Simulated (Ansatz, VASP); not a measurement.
**PbO2: VASP beside Ansatz**

```
CELL_PARAMETERS angstrom
0.00000 2.65817 2.65817
2.65817 0.00000 2.65817
2.65817 2.65817 0.00000
ATOMIC_POSITIONS crystal
Pb 0.00000 0.00000 0.00000
O 0.25000 0.25000 0.25000
O 0.75000 0.75000 0.75000
```

The cell was built by a generator and needn't be a form met in nature.

Alike in both runs: task single point; functional PBE; k mesh 6 × 6 × 6; occupations fermi-dirac, width 0.02 eV; no spin polarisation.

```csv
,VASP,Ansatz
version,VASP 6.6.1,Ansatz 0.2.0
potentials or method,"VASP PAW PBE potentials, release 64 (Pb_d, O)","plane waves, PAW"
plane-wave cutoff (eV),520,420
valence electrons in the cell,26,26
```

|  | VASP | Ansatz | Ansatz less VASP |
| --- | --- | --- | --- |
| pressure (GPa) | 7.7 | 7.5 | -0.29 |

Spin-orbit coupling is left out, which matters for the levels of Pb.
